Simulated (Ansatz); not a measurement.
L1₀ (CuAu-type) CoPt was calculated with LDA (Ansatz, a first-principles code, plane waves, PAW).

Run with plane-wave cutoff 500 eV, 20×20×16 k mesh (along the axes of the cell as run), Fermi–Dirac smearing 0.1 eV, spin-polarised with parallel moments, scalar-relativistic PAW data made under PBE.

Computed at the level's own relaxed cell.

What does this level give for the equilibrium volume per atom, lattice constant a, c axis length and magnetic moment (largest site, within a sphere)?


- equilibrium volume per atom = 12.59 Å³/atom
- lattice constant a = 2.640 Å
- c axis length = 3.614 Å
- magnetic moment (largest site, within a sphere) = 1.72 μB

Measured, for comparison: lattice constant a 2.694 Å (temperature not stated, not corrected to a static lattice, P4/mmm two-atom cell, a_fct/√2; as tabulated in Karoui et al. (2013), arXiv:1204.5845); lattice parameter c 3.707 Å (temperature not stated, not corrected to a static lattice; as tabulated in Karoui et al. (2013), arXiv:1204.5845). Computed (rounded) less measured: lattice constant a -2.0 %, lattice parameter c -2.5 %.

Moments are spin moments.

Spin–orbit coupling is not included.

Computed values are for the static lattice.

It cost very roughly 5 core-minutes of CPU time.
